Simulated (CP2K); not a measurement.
# InSe (R3m) in CP2K: reference runs, part 2 of 2

CP2K 2026.2. Earlier steps stand in the parts before.

### 3 Single point, PBEsol, 29.24 Å³/atom

Input file inse_eos.inp:

```
&GLOBAL
  PROJECT inse_eos
  RUN_TYPE ENERGY_FORCE
  PRINT_LEVEL LOW
&END GLOBAL
&FORCE_EVAL
  METHOD QS
  STRESS_TENSOR ANALYTICAL
  &DFT
    BASIS_SET_FILE_NAME BASIS_MOLOPT_UZH
    POTENTIAL_FILE_NAME POTENTIAL_UZH
    &MGRID
      CUTOFF 450
      REL_CUTOFF 60
      NGRIDS 5
    &END MGRID
    &QS
      METHOD GPW
      EPS_DEFAULT 1.0E-10
    &END QS
    &KPOINTS
      SCHEME MONKHORST-PACK 8 8 8
      GAMMA_CENTERED T
      SYMMETRY T
      SYMMETRY_BACKEND SPGLIB
    &END KPOINTS
    &SCF
      SCF_GUESS ATOMIC
      EPS_SCF 1.0E-6
      MAX_SCF 100
      ADDED_MOS 14
      CHOLESKY OFF
      EPS_EIGVAL 1.0E-7
      &DIAGONALIZATION ON
        ALGORITHM STANDARD
      &END DIAGONALIZATION
      &MIXING ON
        METHOD BROYDEN_MIXING
        ALPHA 0.4
        BETA 1.5
        NBUFFER 8
      &END MIXING
      &SMEAR ON
        METHOD FERMI_DIRAC
        ELECTRONIC_TEMPERATURE [K] 580.226
      &END SMEAR
    &END SCF
    &XC
      &XC_FUNCTIONAL
        &GGA_X_PBE_SOL
        &END GGA_X_PBE_SOL
        &GGA_C_PBE_SOL
        &END GGA_C_PBE_SOL
      &END XC_FUNCTIONAL
    &END XC
    &PRINT
      &KPOINTS ON
      &END KPOINTS
      &MULLIKEN ON
      &END MULLIKEN
      &MO ON
        ENERGIES T
        OCCUPATION_NUMBERS T
        &EACH
          QS_SCF 0
        &END EACH
        ADD_LAST NUMERIC
      &END MO
    &END PRINT
  &END DFT
  &SUBSYS
    &CELL
      ABC 8.7502533297 8.7502533297 8.7502533297
      ALPHA_BETA_GAMMA 26.4251818029 26.4251818029 26.4251818026
      PERIODIC XYZ
    &END CELL
    &COORD
      In  21.7016037966 5.0950968171 3.0497904028
      In  0.0000000000 0.0000000000 0.0000000000
      Se  4.1981833138 0.9856483714 0.5899830860
      Se  9.3659296151 2.1989304855 1.3162217190
    &END COORD
    &KIND In
      BASIS_SET TZVP-MOLOPT-PBE-GTH-q13
      POTENTIAL GTH-PBE-q13
    &END KIND
    &KIND Se
      BASIS_SET TZVP-MOLOPT-PBE-GTH-q6
      POTENTIAL GTH-PBE-q6
    &END KIND
    &PRINT
      &ATOMIC_COORDINATES ON
      &END ATOMIC_COORDINATES
      &CELL ON
      &END CELL
      &SYMMETRY ON
      &END SYMMETRY
    &END PRINT
  &END SUBSYS
  &PRINT
    &FORCES ON
    &END FORCES
    &STRESS_TENSOR ON
    &END STRESS_TENSOR
  &END PRINT
&END FORCE_EVAL
```

Potentials or basis: POTENTIAL_UZH In GTH-PBE-q13, Se GTH-PBE-q6; TZVP-MOLOPT-PBE-GTH basis.

Launch:

```sh
$ OMP_NUM_THREADS=1 mpirun -n 4 cp2k.psmp -i inse_eos.inp -o inse_eos.out
```

inse_eos.out:

```text

 CP2K| version string:                                       CP2K version 2026.2
 CP2K| Input file name                                              inse_eos.inp

 GLOBAL| Force Environment number                                              1
 GLOBAL| Basis set file name                                    BASIS_MOLOPT_UZH
 GLOBAL| Potential file name                                       POTENTIAL_UZH
 GLOBAL| MM Potential file name                                     MM_POTENTIAL
 GLOBAL| Coordinate file name                                      __STD_INPUT__
 GLOBAL| Method name                                                        CP2K
 GLOBAL| Project name                                                   inse_eos
 GLOBAL| Run type                                                   ENERGY_FORCE
 GLOBAL| FFT library                                                       FFTW3
 GLOBAL| Diagonalization library                                       ScaLAPACK
 GLOBAL| Cholesky decomposition library                                ScaLAPACK
 GLOBAL| DGEMM library                                                      BLAS
 GLOBAL| Direct generalized diagonalization requested                          F
 GLOBAL| Matrix multiplication library                                 ScaLAPACK
 GLOBAL| Global print level                                                  LOW
 GLOBAL| Total number of message passing processes                             4
 GLOBAL| Number of threads for this process                                    1
 GLOBAL| CPU model name                                                  UNKNOWN

 CELL| Volume [angstrom^3]:                                           116.948071
 CELL| Vector a [angstrom]:       8.750     0.000     0.000   |a| =     8.750253
 CELL| Vector b [angstrom]:       7.836     3.894     0.000   |b| =     8.750253
 CELL| Vector c [angstrom]:       7.836     1.840     3.432   |c| =     8.750253
[... 726 lines left out ...]

 [... the levels of further k-points ...]

 !-----------------------------------------------------------------------------!
                     Mulliken Population Analysis

 #  Atom  Element  Kind  Atomic population                           Net charge
       1     In       1         13.010319                             -0.010319
       2     In       1         13.026340                             -0.026340
       3     Se       2          5.989904                              0.010096
       4     Se       2          5.973437                              0.026563
 # Total charge                             38.000000                  0.000000

 !-----------------------------------------------------------------------------!

 ENERGY| Total FORCE_EVAL ( QS ) energy [hartree]           -131.335515423155329

 FORCES| Atomic forces [hartree/bohr]
 FORCES|   Atom     x               y               z               |f|
 FORCES|      1  8.73915807E-03  2.05178051E-03  1.22813466E-03   9.06040848E-03
 FORCES|      2 -8.40249295E-03 -1.97273941E-03 -1.18082228E-03   8.71136785E-03
 FORCES|      3 -5.11092084E-03 -1.19992813E-03 -7.18245619E-04   5.29879383E-03
 FORCES|      4  4.80390887E-03  1.12784899E-03  6.75100479E-04   4.98049640E-03
 FORCES| Sum     2.96531528E-05  6.96196107E-06  4.16724312E-06
 FORCES| Total atomic force                                       3.07431991E-05

 STRESS| Analytical stress tensor [bar]
 STRESS|                        x                   y                   z
 STRESS|      x        4.19454326769E+03  -2.63993965267E+03  -1.58015969294E+03
 STRESS|      y       -2.63993965267E+03   1.48188111821E+04  -3.70988677472E+02
 STRESS|      z       -1.58015969294E+03  -3.70988677472E+02   1.52164372246E+04
 STRESS| 1/3 Trace                                             1.14099305581E+04
 STRESS| Determinant                                           7.99104231524E+11

 STRESS| Eigenvectors and eigenvalues of the analytical stress tensor [bar]
 STRESS|                        1                   2                   3
 STRESS| Eigenvalues   3.35266008975E+03   1.54385023066E+04   1.54386292779E+04
 STRESS|      x           0.964542358792     -0.116530783649     -0.236809236640
 STRESS|      y           0.226459727025     -0.095407106752      0.969336616464
 STRESS|      z           0.135550839657      0.988593981594      0.065634666337
```

Wall time 66 s (4 MPI ranks of Arm Neoverse V2, shared host).

Results:

```yaml
Free_energy: -3573.8211 eV
Pressure: 1.1 GPa
Largest_force: 0.466 eV/Å
Band_gap_on_the_k_mesh: 0.29 eV, direct
Mulliken_charges: In -0.01, -0.03; Se +0.01, +0.03 e
```

Caveat: Mulliken charges move with the basis; the potentials were made for another functional, which shifts forces and pressure; spin-orbit coupling is left out, which moves the levels of the heavy elements; the basis of atomic orbitals isn't converged, which shifts pressures, moduli and gaps.

### 4 Single point, PBEsol, 28.65 Å³/atom (volume scaled by 0.98)

Changes to inse_eos.inp since step 3:

```diff
@@ -11,2 +11,3 @@
     POTENTIAL_FILE_NAME POTENTIAL_UZH
+    WFN_RESTART_FILE_NAME previous-RESTART.kp
     &MGRID
@@ -27,3 +28,3 @@
     &SCF
-      SCF_GUESS ATOMIC
+      SCF_GUESS RESTART
       EPS_SCF 1.0E-6
@@ -72,4 +73,4 @@
     &CELL
-      ABC 8.7502533297 8.7502533297 8.7502533297
-      ALPHA_BETA_GAMMA 26.4251818029 26.4251818029 26.4251818026
+      ABC 8.6915250278 8.6915250277 8.6915250277
+      ALPHA_BETA_GAMMA 26.4251818032 26.4251818030 26.4251818027
       PERIODIC XYZ
@@ -77,6 +78,6 @@
     &COORD
-      In  21.7016037966 5.0950968171 3.0497904028
+      In  21.5559510604 5.0609005061 3.0293213941
       In  0.0000000000 0.0000000000 0.0000000000
-      Se  4.1981833138 0.9856483714 0.5899830860
-      Se  9.3659296151 2.1989304855 1.3162217190
+      Se  4.1700067379 0.9790330824 0.5860233487
+      Se  9.3030691331 2.1841721180 1.3073877500
     &END COORD
```

Launch:

```sh
$ OMP_NUM_THREADS=1 mpirun -n 4 cp2k.psmp -i inse_eos.inp -o inse_eos.out
```

Wall time 52 s (4 MPI ranks of Arm Neoverse V2, shared host).

It converged, with:

- Free energy: -3573.7961 eV
- Pressure: 2.3 GPa
- Largest force: 0.557 eV/Å
- Band gap on the k mesh: 0.34 eV, direct
- Mulliken charges: In -0.02, -0.04; Se +0.02, +0.04 e

Caveat: Mulliken charges move with the basis; the potentials were made for another functional, which shifts forces and pressure; spin-orbit coupling is left out, which moves the levels of the heavy elements; the basis of atomic orbitals isn't converged, which shifts pressures, moduli and gaps.

### 5 Single point, PBEsol, 29.82 Å³/atom (volume scaled by 1.02)

Changes to inse_eos.inp since step 4:

```diff
@@ -73,4 +73,4 @@
     &CELL
-      ABC 8.6915250278 8.6915250277 8.6915250277
-      ALPHA_BETA_GAMMA 26.4251818032 26.4251818030 26.4251818027
+      ABC 8.8082037161 8.8082037160 8.8082037160
+      ALPHA_BETA_GAMMA 26.4251818032 26.4251818028 26.4251818028
       PERIODIC XYZ
@@ -78,6 +78,6 @@
     &COORD
-      In  21.5559510604 5.0609005061 3.0293213941
+      In  21.8453272155 5.1288401635 3.0699882789
       In  0.0000000000 0.0000000000 0.0000000000
-      Se  4.1700067379 0.9790330824 0.5860233487
-      Se  9.3030691331 2.1841721180 1.3073877500
+      Se  4.2259866626 0.9921760343 0.5938903726
+      Se  9.4279574467 2.2134933634 1.3249386731
     &END COORD
```

Launch:

```sh
$ OMP_NUM_THREADS=1 mpirun -n 4 cp2k.psmp -i inse_eos.inp -o inse_eos.out
```

Run time: 48 s. Hardware: 4 MPI ranks of Arm Neoverse V2, shared host.

The run converged. Its results:

```yaml
Free_energy: -3573.8300 eV
Pressure: 0.1 GPa
Largest_force: 0.380 eV/Å
Band_gap_on_the_k_mesh: 0.25 eV, direct
Mulliken_charges: In +0.00, -0.01; Se -0.00, +0.01 e
```

Caveat: Mulliken charges move with the basis; the potentials were made for another functional, which shifts forces and pressure; spin-orbit coupling is left out, which moves the levels of the heavy elements; the basis of atomic orbitals isn't converged, which shifts pressures, moduli and gaps.

### 6 Single point, PBEsol, 28.07 Å³/atom (volume scaled by 0.96)

Changes to inse_eos.inp since step 5:

```diff
@@ -73,4 +73,4 @@
     &CELL
-      ABC 8.8082037161 8.8082037160 8.8082037160
-      ALPHA_BETA_GAMMA 26.4251818032 26.4251818028 26.4251818028
+      ABC 8.6319921661 8.6319921660 8.6319921661
+      ALPHA_BETA_GAMMA 26.4251818033 26.4251818031 26.4251818026
       PERIODIC XYZ
@@ -78,6 +78,6 @@
     &COORD
-      In  21.8453272155 5.1288401635 3.0699882789
+      In  21.4083029262 5.0262357161 3.0085719663
       In  0.0000000000 0.0000000000 0.0000000000
-      Se  4.2259866626 0.9921760343 0.5938903726
-      Se  9.4279574467 2.2134933634 1.3249386731
+      Se  4.1414441515 0.9723271659 0.5820093642
+      Se  9.2393474817 2.1692115655 1.2984327583
     &END COORD
```

Potentials or basis: POTENTIAL_UZH In GTH-PBE-q13, Se GTH-PBE-q6; TZVP-MOLOPT-PBE-GTH basis.

Launch:

```sh
$ OMP_NUM_THREADS=1 mpirun -n 4 cp2k.psmp -i inse_eos.inp -o inse_eos.out
```

Run time: 58 s. Hardware: 4 MPI ranks of Arm Neoverse V2, shared host.

The run converged. Its results:

```
Free energy            : -3573.7531 eV
Pressure               : 3.6 GPa
Largest force          : 0.654 eV/Å
Band gap on the k mesh : 0.40 eV, direct
Mulliken charges       : In -0.04, -0.06; Se +0.04, +0.06 e
```

Caveat: Mulliken charges move with the basis; the potentials were made for another functional, which shifts forces and pressure; spin-orbit coupling is left out, which moves the levels of the heavy elements; the basis of atomic orbitals isn't converged, which shifts pressures, moduli and gaps.

### 7 Single point, PBEsol, 30.41 Å³/atom (volume scaled by 1.04)

Changes to inse_eos.inp since step 6:

```diff
@@ -73,4 +73,4 @@
     &CELL
-      ABC 8.6319921661 8.6319921660 8.6319921661
-      ALPHA_BETA_GAMMA 26.4251818033 26.4251818031 26.4251818026
+      ABC 8.8654014468 8.8654014468 8.8654014468
+      ALPHA_BETA_GAMMA 26.4251818032 26.4251818030 26.4251818025
       PERIODIC XYZ
@@ -78,6 +78,6 @@
     &COORD
-      In  21.4083029262 5.0262357161 3.0085719663
+      In  21.9871839645 5.1621452536 3.0899238263
       In  0.0000000000 0.0000000000 0.0000000000
-      Se  4.1414441515 0.9723271659 0.5820093642
-      Se  9.2393474817 2.1692115655 1.2984327583
+      Se  4.2534289033 0.9986189164 0.5977469117
+      Se  9.4891796651 2.2278670997 1.3335424121
     &END COORD
```

Launch:

```sh
$ OMP_NUM_THREADS=1 mpirun -n 4 cp2k.psmp -i inse_eos.inp -o inse_eos.out
```

Run time: 54 s. Hardware: 4 MPI ranks of Arm Neoverse V2, shared host.

The run converged. Its results:

```yaml
Free_energy: -3573.8246 eV
Pressure: -0.8 GPa
Largest_force: 0.299 eV/Å
Band_gap_on_the_k_mesh: 0.20 eV, direct
Mulliken_charges: In +0.01, +0.00; Se -0.01, -0.00 e
```

Caveat: Mulliken charges move with the basis; the potentials were made for another functional, which shifts forces and pressure; spin-orbit coupling is left out, which moves the levels of the heavy elements; the basis of atomic orbitals isn't converged, which shifts pressures, moduli and gaps.

### 8 Single point, PBEsol, 27.48 Å³/atom (volume scaled by 0.94)

Changes to inse_eos.inp since step 7:

```diff
@@ -73,4 +73,4 @@
     &CELL
-      ABC 8.8654014468 8.8654014468 8.8654014468
-      ALPHA_BETA_GAMMA 26.4251818032 26.4251818030 26.4251818025
+      ABC 8.5716266095 8.5716266094 8.5716266095
+      ALPHA_BETA_GAMMA 26.4251818027 26.4251818028 26.4251818025
       PERIODIC XYZ
@@ -78,6 +78,6 @@
     &COORD
-      In  21.9871839645 5.1621452536 3.0899238263
+      In  21.2585896159 4.9910860646 2.9875323130
       In  0.0000000000 0.0000000000 0.0000000000
-      Se  4.2534289033 0.9986189164 0.5977469117
-      Se  9.4891796651 2.2278670997 1.3335424121
+      Se  4.1124820560 0.9655274527 0.5779392354
+      Se  9.1747345462 2.1540417576 1.2893525119
     &END COORD
```

Launch:

```sh
$ OMP_NUM_THREADS=1 mpirun -n 4 cp2k.psmp -i inse_eos.inp -o inse_eos.out
```

Run time: 62 s. Hardware: 4 MPI ranks of Arm Neoverse V2, shared host.

Results (log left out):

```
Free energy            : -3573.6900 eV
Pressure               : 5.1 GPa
Largest force          : 0.812 eV/Å
Band gap on the k mesh : 0.46 eV, direct
Mulliken charges       : In -0.05, -0.07; Se +0.05, +0.07 e
```

Caveat: Mulliken charges move with the basis; the potentials were made for another functional, which shifts forces and pressure; spin-orbit coupling is left out, which moves the levels of the heavy elements; the basis of atomic orbitals isn't converged, which shifts pressures, moduli and gaps.

### 9 Single point, PBEsol, 30.99 Å³/atom (volume scaled by 1.06)

Changes to inse_eos.inp since step 8:

```diff
@@ -73,4 +73,4 @@
     &CELL
-      ABC 8.5716266095 8.5716266094 8.5716266095
-      ALPHA_BETA_GAMMA 26.4251818027 26.4251818028 26.4251818025
+      ABC 8.9218704944 8.9218704944 8.9218704944
+      ALPHA_BETA_GAMMA 26.4251818031 26.4251818031 26.4251818028
       PERIODIC XYZ
@@ -78,6 +78,6 @@
     &COORD
-      In  21.2585896159 4.9910860646 2.9875323130
+      In  22.1272334982 5.1950260463 3.1096054004
       In  0.0000000000 0.0000000000 0.0000000000
-      Se  4.1124820560 0.9655274527 0.5779392354
-      Se  9.1747345462 2.1540417576 1.2893525119
+      Se  4.2805215376 1.0049797179 0.6015543195
+      Se  9.5496219295 2.2420577186 1.3420365418
     &END COORD
```

Potentials or basis: POTENTIAL_UZH In GTH-PBE-q13, Se GTH-PBE-q6; TZVP-MOLOPT-PBE-GTH basis.

Launch:

```sh
$ OMP_NUM_THREADS=1 mpirun -n 4 cp2k.psmp -i inse_eos.inp -o inse_eos.out
```

Run time: 53 s. Hardware: 4 MPI ranks of Arm Neoverse V2, shared host.

It converged, with:

```
Free energy            : -3573.8063 eV
Pressure               : -1.7 GPa
Largest force          : 0.223 eV/Å
Band gap on the k mesh : 0.16 eV, direct
Mulliken charges       : In +0.03, +0.01; Se -0.03, -0.01 e
```

Caveat: Mulliken charges move with the basis; the potentials were made for another functional, which shifts forces and pressure; spin-orbit coupling is left out, which moves the levels of the heavy elements; the basis of atomic orbitals isn't converged, which shifts pressures, moduli and gaps.

### 10 Equation of state, PBEsol

Potentials or basis: POTENTIAL_UZH In GTH-PBE-q13, Se GTH-PBE-q6; TZVP-MOLOPT-PBE-GTH basis.

No new run: the results of the series are fitted here.

What came out:

| Quantity | Value |
| --- | --- |
| Equilibrium volume | 29.88 Å³/atom |
| Bulk modulus at fixed shape and positions | 50 GPa |
| Pressure derivative of the bulk modulus | 4.7 |

Energy against volume, from the lowest point:
```
volume (Å³/atom)  energy (meV/atom)
          27.483              35.00
          28.068              19.23
          28.652               8.48
          29.237               2.23
          29.822               0.00
          30.406               1.36
          30.991               5.93
```

Caveat: the cell was scaled at fixed shape and fractional positions, which overstates the stiffness of a crystal with free parameters, most of all of layers and chains; the potentials were made for another functional, which shifts forces and pressure; the basis of atomic orbitals isn't converged, which shifts pressures, moduli and gaps.

### 11 How close it comes

Step 2. A measured gap of InSe is 1.25 eV (300 K; “The Interaction of Hydrogen with the van der Waals Crystal γ-InSe”, 2020, pmc:7321205); the calculated 0.29 eV misses it by -0.96 eV. Spin-orbit coupling on In, Se is left out. The value is that of PBEsol in an atomic basis (POTENTIAL_UZH In GTH-PBE-q13, Se GTH-PBE-q6; TZVP-MOLOPT-PBE-GTH basis), whose error adds to the functional's, on a finite k mesh, which can miss the band edges, without temperature or zero-point motion. Semilocal functionals fall short of measured gaps as a rule.
